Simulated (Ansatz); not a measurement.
## Si on several prototypes: a ranking of structure types by relaxed energy, step by step

Computed with Ansatz's Python interface.

Typed at the interpreter:
```pycon
>>> import warnings
>>> import ansatz as az
>>> import numpy as np
>>> import pandas as pd
>>> import spglib
>>> def diamond(a_site, a):
...     return az.Crystal.diamond(a_site, a=a)
...
>>> def hcp(A, a):
...     return (
...         az.Lattice.from_parameters(a, a, 1.633 * a, alpha=90, beta=90, gamma=120)
...         .space_group(194)
...         .atom(A, (1 / 3, 2 / 3, 0.25))
...     )
...
>>> def sc(a_site, a):
...     return (
...         az.Lattice.cubic(a)
...         .space_group(221)
...         .atom(a_site, (0, 0, 0))
...     )
...
>>> def compute(name, crystal, relax=True):
...     calc = (
...         crystal.calculation()
...         .functional("PBE")
...         .pseudopotentials("nc")
...         .scf(tolerance=1e-07)
...         .kpoints(spacing=0.26)
...         .occupations("fermi_dirac", width=0.05)
...         .stress()
...         .band_table()
...     )
...     if relax:
...         calc = calc.relax(force_tolerance=0.02, cell=True)
...     return calc.run()
...
>>> def bulk_modulus(name, outcome, step=0.02):
...     # B = -V dP/dV from the pressures of two uniformly scaled cells, atoms held at their fractions
...     pressure = []
...     for factor in (1 - step, 1.0, 1 + step):
...         cell = az.Crystal(lattice=az.Lattice.of(outcome.lattice.cell_ang * factor ** (1 / 3)))
...         for site in outcome.report["lattice"]["sites"]:
...             cell = cell.atom(site["symbol"], site["position_frac"])
...         pressure.append(np.trace(compute(name, cell, relax=False).report["stress_gpa"]) / 3)
...     slope, bend = (pressure[0] - pressure[2]) / (2 * step), abs(pressure[0] + pressure[2] - 2 * pressure[1])
...     # a jump of mesh or basis between the cells shows as a kink: no modulus then
...     return float(slope) if bend < 12 * step**2 * abs(slope) + 0.15 and abs(pressure[1]) < 1.5 else float("nan")
...
>>> def pressure_gpa(outcome):
...     return float(np.trace(outcome.report["stress_gpa"]) / 3)
...
>>> def gap_ev(outcome):
...     # nan where the run reports no band edges: a metal, overlapping bands, or a gap that is small against the smearing
...     edges = outcome.report.get("band_edges_ev")
...     return edges[1] - edges[0] if edges else float("nan")
...
>>> def space_group(outcome):
...     sites = outcome.report["lattice"]["sites"]
...     kinds = sorted({site["symbol"] for site in sites})
...     cell = (outcome.lattice.cell_ang, [site["position_frac"] for site in sites], [kinds.index(site["symbol"]) for site in sites])
...     return spglib.get_spacegroup(cell, symprec=0.01)
...
>>> # starting lattice constants are rough guesses; the relaxation finds the rest
>>> warnings.simplefilter("ignore")
>>> phases = {}
>>> phases["diamond"] = diamond("Si", 5.43)
>>> phases["hcp"] = hcp("Si", 2.79)
>>> phases["sc"] = sc("Si", 2.57)
>>> done = {name: compute(name, crystal) for name, crystal in phases.items()}
>>> energy = {name: o.report["energy_sigma0_ev"] / len(o.lattice.sites) for name, o in done.items()}
>>> lowest = min(energy.values())
>>> rows = [(name, len(o.lattice.sites), 1000 * (energy[name] - lowest), pressure_gpa(o), gap_ev(o), space_group(o), bulk_modulus(name, o)) for name, o in done.items()]
>>> rows.sort(key=lambda row: row[2])
>>> print(pd.DataFrame(rows, columns=["phase", "atoms", "dE (meV/atom)", "P (GPa)", "gap (eV)", "space group", "B (GPa)"]).round(4).to_string(index=False))
  phase  atoms  dE (meV/atom)  P (GPa)  gap (eV)    space group  B (GPa)
diamond      2         0.0000   0.0200       NaN    Fd-3m (227)  88.6387
     sc      1       309.8645   0.0282       NaN    Pm-3m (221) 103.7073
    hcp      2       494.7796   0.0148       NaN P6_3/mmc (194)  82.7583
>>> print("order:", " < ".join(row[0] for row in rows))
order: diamond < sc < hcp
```

By space group at the end of each run: Fd-3m (+0 meV an atom, 20.5 Å³), Pm-3m (+310 meV an atom, 16.3 Å³) and P6_3/mmc (+495 meV an atom, 14.3 Å³).

Reading the output:
- These settings explore the input space; cutoff and mesh may be short of convergence.
- For the metals among these phases the mesh is modest: differences between phases can be off by up to 40 meV an atom.
- The program warned that this SCF threshold is loose for forces or stresses.
- Pressure is positive in compression.
- Gaps and levels are Kohn-Sham values on a finite set of k-points.
- The cells are built on prototypes, so most aren't the phase found in nature. Rows bear the name of their start, and a relaxation keeps or raises the symmetry. Differences under about 40 meV an atom lie within the error of mesh and functional.
- The script silences warnings, which a real study should read.
- The whole script took 20 s on 1 thread of Arm Neoverse V1, on a shared host, peak memory 0.38 GiB.
